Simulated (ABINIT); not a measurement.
Runs of ABINIT 10.8.3 (patched build) on MgB2. Symmetry: P6/mmm, No. 191, hexagonal system. The conventional cell has a = 3.085 Å, b = 3.085 Å, c = 3.523 Å, α = 90.00°, β = 90.00°, γ = 120.00°. Around Mg (site symmetry 6/mmm) lie 12 B at 2.51 Å. B (site symmetry -6m2) has 3 B at 1.78 Å as nearest neighbours. 

```tsv
task	level	potentials or basis	cutoff (eV)	fine-grid cutoff	dispersion computed by	gap on the mesh (eV)	V0 of scaled cells (Å³/atom)	B0 (GPa)
band structure	PBEsol	PseudoDojo NC SR PBEsol v0.4 stringent	1143	-	-	none	-	-
band structure	LDA	JTH PAW LDA v2.0	408	816.342 eV	-	none	-	-
equation of state	BLYP	JTH PAW PBE v2.0	517	1034.03 eV	-	-	9.76	146
equation of state	rPW86PBE	JTH PAW PBE v2.0	517	1034.03 eV	-	-	9.69	(a)
```

Alike in all rows: no spin polarisation; cell as given; k mesh 10 × 10 × 8; smearing fermi-dirac 0.05 eV.

Q: Estimate the missing entries.

A: (a) 148.

Caveats: the atomic spheres overlap (some runs); pressures at fixed basis lie under the slope of the energies (some runs); the cell was scaled at fixed shape and fractional positions, which overstates the stiffness of a crystal with free parameters, most of all of layers and chains (some runs); the PAW data sets were made with another functional, which shifts forces and pressure a little (some runs).

A gap of «none» marks a metal or a gap under the smearing width.

Runs at the PBE level aren't shown here.
